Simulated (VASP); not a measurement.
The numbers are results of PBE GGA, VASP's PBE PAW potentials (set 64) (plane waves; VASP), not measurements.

A VASP calculation is set up with these files.

**INCAR**
```
ISMEAR  =  0
ISIF  =  2   # forces and stress, cell fixed
LREAL  =  .FALSE.   # projection in real space or not
LASPH  =  .TRUE.   # aspherical one-centre terms
SIGMA  =  0.05   # width (eV)
ALGO  =  Normal   # blocked Davidson
LCHARG  =  .FALSE.
GGA  =  PE
ENCUT  =  520   # plane-wave cut-off (eV)
SYSTEM  =  Li2O
LWAVE  =  .FALSE.
PREC  =  Accurate
NELM  =  100   # most electronic steps
EDIFF  =  1E-6   # SCF stop (eV)
```

**POSCAR**
```
Li2O
1.0
  0.0000000000   2.3100000000   2.3100000000
  2.3100000000   0.0000000000   2.3100000000
  2.3100000000   2.3100000000   0.0000000000
Li O
2 1
Cartesian
  1.1550000000   1.1550000000   1.1550000000
  3.4650000000   3.4650000000   3.4650000000
  0.0000000000   0.0000000000   0.0000000000
```

File KPOINTS:
```
Automatic mesh
0
Gamma
8 8 8
0 0 0
```

POTCAR, in this order: Li_sv O (PBE.64 set). Program: vasp_std.

Output

### OSZICAR
```
       N       E                     dE             d eps       ncg     rms          rms(c)
DAV:   1     0.402275198806E+02    0.40228E+02   -0.63788E+03   580   0.130E+03
DAV:   2    -0.115470062245E+02   -0.51775E+02   -0.48815E+02   708   0.224E+02
DAV:   3    -0.160465129383E+02   -0.44995E+01   -0.44832E+01  1006   0.586E+01
DAV:   4    -0.161246156615E+02   -0.78103E-01   -0.78001E-01   768   0.782E+00
DAV:   5    -0.161250150093E+02   -0.39935E-03   -0.39933E-03   808   0.530E-01    0.749E+00
DAV:   6    -0.143805655127E+02    0.17444E+01   -0.97311E+00   586   0.198E+01    0.288E+00
DAV:   7    -0.143479663988E+02    0.32599E-01   -0.23530E-01   658   0.410E+00    0.148E+00
DAV:   8    -0.143475926408E+02    0.37376E-03   -0.59502E-02   704   0.304E+00    0.361E-01
DAV:   9    -0.143464460988E+02    0.11465E-02   -0.73729E-03   716   0.787E-01    0.108E-01
DAV:  10    -0.143469349933E+02   -0.48889E-03   -0.10047E-03   634   0.260E-01    0.490E-02
DAV:  11    -0.143469193262E+02    0.15667E-04   -0.40130E-05   754   0.812E-02    0.110E-02
DAV:  12    -0.143469212131E+02   -0.18869E-05   -0.54140E-06   712   0.230E-02    0.235E-03
DAV:  13    -0.143469213658E+02   -0.15274E-06   -0.74976E-07   662   0.893E-03
   1 F= -.14346921E+02 E0= -.14346921E+02  d E =-.174636E-17
```

### OUTCAR
```
------------------------ aborting loop because EDIFF is reached ----------------------------------------
  FORCE on cell =-STRESS in cart. coord.  units (eV):
  Direction    XX          YY          ZZ          XY          YZ          ZX
  --------------------------------------------------------------------------------------
  Total        0.0483979      0.0483979      0.0483979      0.0000000     -0.0000000     -0.0000000
  in kB        3.1453642      3.1453642      3.1453642      0.0000000     -0.0000000     -0.0000000
  external PRESSURE =       3.1453642 kB  Pullay stress =       0.0000000 kB
  volume of cell :       24.65
      direct lattice vectors                 reciprocal lattice vectors
     0.000000000  2.310000000  2.310000000    -0.216450216  0.216450216  0.216450216
     2.310000000  0.000000000  2.310000000     0.216450216 -0.216450216  0.216450216
     2.310000000  2.310000000  0.000000000     0.216450216  0.216450216 -0.216450216
 POSITION                                       TOTAL-FORCE (eV/Angst)
 -----------------------------------------------------------------------------------
      1.15500      1.15500      1.15500         0.000000      0.000000      0.000000
      3.46500      3.46500      3.46500        -0.000000     -0.000000     -0.000000
      0.00000      0.00000      0.00000        -0.000000      0.000000     -0.000000
 -----------------------------------------------------------------------------------
    total drift:                               -0.000000      0.000000      0.000000
  FREE ENERGIE OF THE ION-ELECTRON SYSTEM (eV)
  ---------------------------------------------------
  free  energy   TOTEN  =       -14.3469213658 eV

  energy  without entropy=      -14.3469213658  energy(sigma->0) =      -14.34692137
```
(Selected blocks of OUTCAR.)

The compound is Li2O in the antifluorite structure. The cell was not relaxed at this level.
